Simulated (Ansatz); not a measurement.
**BN: a line through an energy map**

How does the energy of BN (F-43m, No. 216; 2 atoms in the cell) vary with volume per atom, at length along [111] over the lengths across it = 1.000?

Program: Ansatz 0.2.0. Level of theory: DFT PBE, scalar-relativistic, plane waves, PAW. These are calculated values, not measurements.

18 further runs of the same task are left out: 18 set aside as unsound or not needed.

## Step 1: The structure to begin with

Symmetry: F-43m, No. 216, cubic system. The conventional cell has a = 3.624 Å, b = 3.624 Å, c = 3.624 Å, α = 90.00°, β = 90.00°, γ = 90.00°. B (site symmetry -43m) is surrounded by 4 N at 1.57 Å. N (site symmetry -43m) is surrounded by 4 B at 1.57 Å.

Coordinates:

```cif
data_structure
_symmetry_space_group_name_H-M 'F-43m'
_symmetry_Int_Tables_number 216
_cell_length_a 3.6242
_cell_length_b 3.6242
_cell_length_c 3.6242
_cell_angle_alpha 90.000
_cell_angle_beta 90.000
_cell_angle_gamma 90.000
_cell_volume 47.60
loop_
_atom_site_label
_atom_site_type_symbol
_atom_site_symmetry_multiplicity
_atom_site_Wyckoff_symbol
_atom_site_fract_x
_atom_site_fract_y
_atom_site_fract_z
_atom_site_occupancy
B1 B 4 a 0.00000 0.00000 0.00000 1
N1 N 4 c 0.25000 0.25000 0.25000 1
```

It goes back to an entry of the Materials Project.

It is the result of an earlier relaxation at this level (volume 5.95 Å³/atom; gap on the mesh: 4.46 eV).

## Step 2: The scan

The energy is mapped over volume and the cell's shape.

First coordinate, volume per atom: 7 values from 5.236 to 6.664 Å³. Second coordinate, length along [111] over the lengths across it, relative to the cubic cell: 7 values from 0.886 to 1.128.

Nothing else is relaxed (fractional coordinates fixed). Energies count from the relaxed crystal. Points are written as (first, second).

## Step 3: Grid point (5.236 Å³, 1.000)

input.yaml

```yaml
crystal:
  lattice:
    - [0.0, 1.7364670464, 1.7364670464]
    - [1.7364670464, 0.0, 1.7364670464]
    - [1.7364670464, 1.7364670464, 0.0]
  atoms:
    - { symbol: B, position: [0.0, 0.0, 0.0] }
    - { symbol: "N", position: [0.75, 0.75, 0.75] }
basis:
  ecutwfc: 520.0
kpoints:
  mp_grid: { grid: [12, 12, 12] }
hamiltonian:
  xc: pbe
  pseudopotentials: { kind: paw, azcp: { folder: soft_1 } }
scf:
  occupations: { method: gaussian, width: 0.05 }
output:
  forces: true
  stress: true
  eigenvalues: true
```

Launch:

```sh
$ ansatz run input.yaml --threads 1 --pin off --max-ram 2048MiB --backend cpu --events-out ev --progress --plain --runs-dir out
```

What it wrote, cut to the lines that bear on the results:

```text
Warning: RAYON_NUM_THREADS=1 ignored (pool sized by the plan → 1); use --threads N
[...]
Pseudopotentials: kind: paw
Pseudopotential: B, paw, valence charge 3, recommended cutoff 420 eV (normal), <dir>
Pseudopotential: N, paw, valence charge 5, recommended cutoff 420 eV (normal), <dir>
Functional definition: PBE
[...]
Crystal: 2 atoms, lattice volume = 10.472 Å³
Basis set: ecut = 520 eV, 283 PW (Γ), exchange–correlation on 40×40×40 points (8 copies of the dense FFT grid, shifted against one another)
Bands: 8, of which v1, the nominal top of the filled ones, is band 4 counted from 1 (3 counted from 0)
Symmetry: 24 space group operations
Space group: F-43m (ITA 216), of the structure as read, at distance tolerance 2.2e-5 Å
k-points: 72 of 1728 (time reversal used)
[...]
SCF iter   1: F=—  HF=-542.896122 eV  |F-HF|=—  |Δ(HF+E_count)|=         —  Δρ=1.74e-1  dr2=2.43e0  ethr=3.10e-3  ⟨swp⟩=4.3  Hψ=3701  notcnv=0
[...]
SCF iter   7: F=-542.041537 eV  HF=-542.041537 eV  |F-HF|=3.67e-11  |Δ(HF+E_count)|=   1.27e-8  Δρ=1.56e-6  dr2=1.71e-10  ethr=9.20e-11  ⟨swp⟩=1.2  Hψ=1735  notcnv=0
[...]
SCF converged after 7 iterations
Free energy (F): -542.041537 eV
[...]
E sigma→0 (E₀):  -542.041537 eV
Fermi energy:    15.499486 eV
[...]
--- Forces (eV/Å), atoms counted from 1 ---
  atom   1  B     -0.00000000     0.00000000     0.00000000
  atom   2  N      0.00000000     0.00000000     0.00000000
[...]
--- Stress (GPa, compression-positive) ---
       59.949117      -0.000000      -0.000000
        0.000000      59.949117       0.000000
       -0.000000       0.000000      59.949117
  P = ⅓ Tr σ = 59.9491 GPa (599.491 kbar)
--- Band table (eV; the first three rows and the last of 72) ---
  k-point 0: bands = ["-8.4593", "13.2053", "13.2053", "13.2053", "22.6089", "22.6089", "22.6089", "25.5503"]
[...]
```

Run time: 2.1 s. Hardware: 1 thread of Arm Neoverse N1, shared host; peak memory 0.25 GiB.

That is 121 meV/atom from the zero.

## Step 4: The run at (5.474 Å³, 1.000)

Edit input.yaml of step 3 so:

```diff
@@ -2,5 +2,5 @@
   lattice:
-    - [0.0, 1.7364670464, 1.7364670464]
-    - [1.7364670464, 0.0, 1.7364670464]
-    - [1.7364670464, 1.7364670464, 0.0]
+    - [0.0, 1.7623882866, 1.7623882866]
+    - [1.7623882866, 0.0, 1.7623882866]
+    - [1.7623882866, 1.7623882866, 0.0]
   atoms:
@@ -21 +21,5 @@
   eigenvalues: true
+  write_density: true
+  write_potential: true
+  elf: true
+  volumetric_format: npy
```

Launch:

```sh
$ ansatz run input.yaml --threads 1 --pin off --max-ram 2048MiB --backend cpu --events-out ev --progress --plain --runs-dir out
```

What it wrote, cut to the lines that bear on the results:

```text
Warning: RAYON_NUM_THREADS=1 ignored (pool sized by the plan → 1); use --threads N
[...]
[... 4 set-up lines as earlier in the session ...]
[...]
Crystal: 2 atoms, lattice volume = 10.948 Å³
Basis set: ecut = 520 eV, 283 PW (Γ), exchange–correlation on 40×40×40 points (8 copies of the dense FFT grid, shifted against one another)
Bands: 8, of which v1, the nominal top of the filled ones, is band 4 counted from 1 (3 counted from 0)
[... 2 set-up lines as earlier in the session ...]
k-points: 72 of 1728 (time reversal used)
[...]
SCF iter   1: F=—  HF=-542.958573 eV  |F-HF|=—  |Δ(HF+E_count)|=         —  Δρ=1.63e-1  dr2=2.27e0  ethr=3.10e-3  ⟨swp⟩=4.4  Hψ=3691  notcnv=0
[...]
SCF iter   7: F=-542.183042 eV  HF=-542.183042 eV  |F-HF|=1.05e-10  |Δ(HF+E_count)|=   1.52e-8  Δρ=1.68e-6  dr2=2.45e-10  ethr=1.01e-10  ⟨swp⟩=4.1  Hψ=2583  notcnv=0
[...]
SCF converged after 7 iterations
Free energy (F): -542.183042 eV
[...]
E sigma→0 (E₀):  -542.183042 eV
Fermi energy:    14.701500 eV
[...]
--- Forces (eV/Å), atoms counted from 1 ---
  atom   1  B     -0.00000000     0.00000000    -0.00000000
  atom   2  N      0.00000000     0.00000000    -0.00000000
[...]
--- Stress (GPa, compression-positive) ---
       36.072949      -0.000000      -0.000000
       -0.000000      36.072949       0.000000
       -0.000000       0.000000      36.072949
  P = ⅓ Tr σ = 36.0729 GPa (360.729 kbar)
--- Band table (eV; the first three rows and the last of 72) ---
  k-point 0: bands = ["-8.6911", "12.4290", "12.4290", "12.4290", "21.6184", "21.6184", "21.6184", "24.0097"]
[...]
```

Run time: 3.1 s. Hardware: 1 thread of Arm Neoverse N1, shared host; peak memory 0.25 GiB.

Axes a, b and c in the maps are those of this run's conventional cell (a, b, c = 3.525, 3.525, 3.525 Å).

Density in a lattice plane of the grid's cell (edges 3.52 and 3.52 Å, at 0.000 of the third edge), which holds B.

Values in e/Å³, 12 rows by 12 columns:
```
0.61 0.73 0.71 0.48 0.29 0.17 0.13 0.17 0.29 0.48 0.71 0.73
0.68 0.71 0.70 0.58 0.42 0.29 0.23 0.29 0.42 0.58 0.70 0.71
0.43 0.48 0.58 0.63 0.58 0.48 0.43 0.48 0.58 0.63 0.58 0.48
0.23 0.28 0.42 0.58 0.70 0.71 0.67 0.71 0.70 0.58 0.42 0.29
0.13 0.17 0.28 0.48 0.71 0.73 0.61 0.73 0.71 0.48 0.29 0.17
0.10 0.13 0.23 0.43 0.68 0.61 0.33 0.61 0.67 0.43 0.23 0.13
0.13 0.17 0.29 0.48 0.71 0.73 0.61 0.73 0.71 0.48 0.29 0.17
0.23 0.29 0.42 0.58 0.70 0.71 0.68 0.71 0.70 0.58 0.42 0.29
0.43 0.48 0.58 0.63 0.58 0.48 0.43 0.48 0.58 0.63 0.58 0.48
0.67 0.71 0.70 0.58 0.42 0.29 0.23 0.28 0.42 0.58 0.70 0.71
0.61 0.73 0.71 0.48 0.29 0.17 0.13 0.17 0.28 0.48 0.71 0.73
0.33 0.61 0.67 0.43 0.23 0.13 0.10 0.13 0.23 0.43 0.68 0.61
```
Columns run along the first of these edges and rows up along the second, over one cell in 12 and 12 even steps from the bottom left corner. Atoms in the plane (fractional): B at (0.00, 0.00), B at (0.50, 0.50).

ELF in the same plane.

Ten even steps from ' ' (0.00) to '@' (0.68):
```
    ::==****++--::..          ..::--++****==::  
..::++##%%%%**++--::..      ..::--++**%%%%##++::
==++##@@@@@@%%##++--::......::--++##%%@@@@@@##++
++**##@@@@@@@@%%##++==--::--==++##%%@@@@@@@@##**
====**##%%@@@@@@%%##**======**##%%@@@@@@%%##**==
::--==++##%%@@@@@@@@##**++**##@@@@@@@@%%##++==--
....::--++##%%@@@@@@##++==++##@@@@@@%%##++--::..
    ..::--++**%%%%##++::..::++##%%%%**++--::..  
      ..::--++****==::      ::==****++--::..    
        ..::==++++::..      ..::++++==::..      
      ..::--++****==::      ::==****++--::..    
    ..::--++**%%%%##++::..::++##%%%%**++--::..  
....::--++##%%@@@@@@##++==++##@@@@@@%%##++--::..
::--==++##%%@@@@@@@@##**++**##@@@@@@@@%%##++==--
====**##%%@@@@@@%%##**======**##%%@@@@@@%%##**==
++**##@@@@@@@@%%##++==--::--==++##%%@@@@@@@@##**
==++##@@@@@@%%##++--::......::--++##%%@@@@@@##++
..::++##%%%%**++--::..      ..::--++**%%%%##++::
    ::==****++--::..          ..::--++****==::  
    ..::++++==::..              ..::==++++::..  
```
Columns run along the first of these edges and rows up along the second, over one cell in 24 and 20 even steps from the bottom left corner. Atoms in the plane (fractional): B at (0.00, 0.00), B at (0.50, 0.50).

Both are smooth fields of the valence electrons: close to the nuclei they are not physical.

The highest ELF values outside the cores: 0.92 on the B–N line, 0.7 Å from B.

On the map this point reads 50 meV/atom.

## Step 5: The run at (5.712 Å³, 1.000)

Edit input.yaml of step 4 so:

```diff
@@ -2,5 +2,5 @@
   lattice:
-    - [0.0, 1.7623882866, 1.7623882866]
-    - [1.7623882866, 0.0, 1.7623882866]
-    - [1.7623882866, 1.7623882866, 0.0]
+    - [0.0, 1.7875686641, 1.7875686641]
+    - [1.7875686641, 0.0, 1.7875686641]
+    - [1.7875686641, 1.7875686641, 0.0]
   atoms:
@@ -21,5 +21 @@
   eigenvalues: true
-  write_density: true
-  write_potential: true
-  elf: true
-  volumetric_format: npy
```

Launch:

```sh
$ ansatz run input.yaml --threads 1 --pin off --max-ram 2048MiB --backend cpu --events-out ev --progress --plain --runs-dir out
```

What it wrote, cut to the lines that bear on the results:

```text
Warning: RAYON_NUM_THREADS=1 ignored (pool sized by the plan → 1); use --threads N
[...]
[... 4 set-up lines as earlier in the session ...]
[...]
Crystal: 2 atoms, lattice volume = 11.424 Å³
Basis set: ecut = 520 eV, 331 PW (Γ), exchange–correlation on 40×40×40 points (8 copies of the dense FFT grid, shifted against one another)
Bands: 8, of which v1, the nominal top of the filled ones, is band 4 counted from 1 (3 counted from 0)
[... 1 set-up line as earlier in the session ...]
Space group: F-43m (ITA 216), of the structure as read, at distance tolerance 2.3e-5 Å
k-points: 72 of 1728 (time reversal used)
[...]
SCF iter   1: F=—  HF=-542.964780 eV  |F-HF|=—  |Δ(HF+E_count)|=         —  Δρ=1.53e-1  dr2=2.13e0  ethr=3.10e-3  ⟨swp⟩=4.4  Hψ=3684  notcnv=0
[...]
SCF iter   7: F=-542.259988 eV  HF=-542.259988 eV  |F-HF|=1.87e-10  |Δ(HF+E_count)|=   1.84e-8  Δρ=1.93e-6  dr2=3.56e-10  ethr=1.16e-10  ⟨swp⟩=1.2  Hψ=1739  notcnv=0
[...]
SCF converged after 7 iterations
Free energy (F): -542.259988 eV
[...]
E sigma→0 (E₀):  -542.259988 eV
Fermi energy:    13.963292 eV
[...]
--- Forces (eV/Å), atoms counted from 1 ---
  atom   1  B     -0.00000000     0.00000000     0.00000000
  atom   2  N      0.00000000    -0.00000000    -0.00000000
[...]
--- Stress (GPa, compression-positive) ---
       16.348073      -0.000000       0.000000
        0.000000      16.348073       0.000000
       -0.000000       0.000000      16.348073
  P = ⅓ Tr σ = 16.3481 GPa (163.481 kbar)
--- Band table (eV; the first three rows and the last of 72) ---
  k-point 0: bands = ["-8.9032", "11.7125", "11.7125", "11.7125", "20.6972", "20.6972", "20.6972", "22.5799"]
[...]
```

It took 2.3 s on 1 thread of Arm Neoverse N1, shared host; peak memory 0.25 GiB.

Energy on the map's scale: 12 meV/atom.

## Step 6: Grid point (6.188 Å³, 1.000)

Edit input.yaml of step 5 so:

```diff
@@ -2,5 +2,5 @@
   lattice:
-    - [0.0, 1.7875686641, 1.7875686641]
-    - [1.7875686641, 0.0, 1.7875686641]
-    - [1.7875686641, 1.7875686641, 0.0]
+    - [0.0, 1.8359045648, 1.8359045648]
+    - [1.8359045648, 0.0, 1.8359045648]
+    - [1.8359045648, 1.8359045648, 0.0]
   atoms:
```

Launch:

```sh
$ ansatz run input.yaml --threads 1 --pin off --max-ram 2048MiB --backend cpu --events-out ev --progress --plain --runs-dir out
```

What it wrote, cut to the lines that bear on the results:

```text
Warning: RAYON_NUM_THREADS=1 ignored (pool sized by the plan → 1); use --threads N
[...]
[... 4 set-up lines as earlier in the session ...]
[...]
Crystal: 2 atoms, lattice volume = 12.376 Å³
Basis set: ecut = 520 eV, 331 PW (Γ), exchange–correlation on 40×40×40 points (8 copies of the dense FFT grid, shifted against one another)
Bands: 8, of which v1, the nominal top of the filled ones, is band 4 counted from 1 (3 counted from 0)
[... 2 set-up lines as earlier in the session ...]
k-points: 72 of 1728 (time reversal used)
[...]
SCF iter   1: F=—  HF=-542.847684 eV  |F-HF|=—  |Δ(HF+E_count)|=         —  Δρ=1.36e-1  dr2=1.89e0  ethr=3.10e-3  ⟨swp⟩=4.4  Hψ=3676  notcnv=0
[...]
SCF iter   7: F=-542.262848 eV  HF=-542.262848 eV  |F-HF|=1.77e-10  |Δ(HF+E_count)|=   3.82e-8  Δρ=2.18e-6  dr2=4.18e-10  ethr=1.76e-10  ⟨swp⟩=1.4  Hψ=1761  notcnv=0
[...]
SCF converged after 7 iterations
Free energy (F): -542.262848 eV
[...]
E sigma→0 (E₀):  -542.262848 eV
Fermi energy:    12.640327 eV
[...]
--- Forces (eV/Å), atoms counted from 1 ---
  atom   1  B     -0.00000000     0.00000000    -0.00000000
  atom   2  N      0.00000000     0.00000000     0.00000000
[...]
--- Stress (GPa, compression-positive) ---
      -13.524173       0.000000      -0.000000
       -0.000000     -13.524173       0.000000
       -0.000000       0.000000     -13.524173
  P = ⅓ Tr σ = -13.5242 GPa (-135.242 kbar)
--- Band table (eV; the first three rows and the last of 72) ---
  k-point 0: bands = ["-9.2783", "10.4337", "10.4337", "10.4337", "19.0352", "19.0352", "19.0352", "20.0071"]
[...]
```

Run time: 2.4 s. Hardware: 1 thread of Arm Neoverse N1, shared host; peak memory 0.25 GiB.

That is 10 meV/atom from the zero.

## Step 7: Grid point (6.426 Å³, 1.000)

Edit input.yaml of step 6 so:

```diff
@@ -2,5 +2,5 @@
   lattice:
-    - [0.0, 1.8359045648, 1.8359045648]
-    - [1.8359045648, 0.0, 1.8359045648]
-    - [1.8359045648, 1.8359045648, 0.0]
+    - [0.0, 1.8591463304, 1.8591463304]
+    - [1.8591463304, 0.0, 1.8591463304]
+    - [1.8591463304, 1.8591463304, 0.0]
   atoms:
```

Launch:

```sh
$ ansatz run input.yaml --threads 1 --pin off --max-ram 2048MiB --backend cpu --events-out ev --progress --plain --runs-dir out
```

What it wrote, cut to the lines that bear on the results:

```text
Warning: RAYON_NUM_THREADS=1 ignored (pool sized by the plan → 1); use --threads N
[...]
[... 4 set-up lines as earlier in the session ...]
[...]
Crystal: 2 atoms, lattice volume = 12.852 Å³
Basis set: ecut = 520 eV, 331 PW (Γ), exchange–correlation on 40×40×40 points (8 copies of the dense FFT grid, shifted against one another)
Bands: 8, of which v1, the nominal top of the filled ones, is band 4 counted from 1 (3 counted from 0)
[... 2 set-up lines as earlier in the session ...]
k-points: 72 of 1728 (time reversal used)
[...]
SCF iter   1: F=—  HF=-542.739601 eV  |F-HF|=—  |Δ(HF+E_count)|=         —  Δρ=1.28e-1  dr2=1.78e0  ethr=3.10e-3  ⟨swp⟩=4.4  Hψ=3665  notcnv=0
[...]
SCF iter   6: F=-542.205464 eV  HF=-542.205464 eV  |F-HF|=4.03e-9  |Δ(HF+E_count)|=   5.46e-6  Δρ=1.90e-5  dr2=1.11e-8  ethr=1.25e-9  ⟨swp⟩=3.9  Hψ=3064  notcnv=0
[...]
SCF converged after 6 iterations
Free energy (F): -542.205464 eV
[...]
E sigma→0 (E₀):  -542.205464 eV
Fermi energy:    12.044880 eV
[...]
--- Forces (eV/Å), atoms counted from 1 ---
  atom   1  B     -0.00000000     0.00000000     0.00000000
  atom   2  N      0.00000000     0.00000000    -0.00000000
[...]
--- Stress (GPa, compression-positive) ---
      -24.756146      -0.000000       0.000000
        0.000000     -24.756146       0.000000
       -0.000000       0.000000     -24.756146
  P = ⅓ Tr σ = -24.7561 GPa (-247.561 kbar)
--- Band table (eV; the first three rows and the last of 72) ---
  k-point 0: bands = ["-9.4451", "9.8605", "9.8605", "9.8605", "18.2822", "18.2822", "18.2822", "18.8455"]
[...]
```

It took 2.1 s on 1 thread of Arm Neoverse N1, shared host; peak memory 0.25 GiB.

Energy on the map's scale: 39 meV/atom.

## Step 8: The line in numbers

```
volume per atom (Å³)  step  energy (meV/atom)  slope (meV/atom per Å³)  pressure (GPa)  band gap on the k-mesh (eV)
               5.236     3                121                     −374              60                         4.59
               5.474     4                 50                     −225              36                         4.54
               5.712     5                 12                     −102              16                         4.50
               5.950     –                  0                        0               0                         4.46
               6.188     6                 10                       84             −14                         4.41
               6.426     7                 39                      155             −25                         4.37
               6.664     –                 83                      213             −34                         4.32
```

Energies count from the relaxed crystal. Rows without a step come from runs not printed here or follow by symmetry. Slopes come from the forces (and the stress, where the cell changes), not from differences of energies.

**Reading.** The lowest point of the line is at 5.950 Å³, 0 meV/atom from the zero. Energies and slopes round the minimum, fitted together, put the minimum at 5.9500 Å³, with a curvature of about 390 meV/atom per (Å³)². V·d²E/dV² there is about 370 GPa, a bulk modulus under this line's constraint. The well is lopsided: two grid steps out, the energy rises by 50 meV/atom towards smaller values and 39 meV/atom towards larger ones. The highest point computed, at 5.236 Å³, lies 121 meV/atom above the lowest. This is one cut through a surface in two coordinates; it holds the lowest point sampled, which need not be a minimum.

The gaps are Kohn-Sham values of a semilocal functional, not quasiparticle or optical gaps. Such gaps usually fall short of the measured ones.
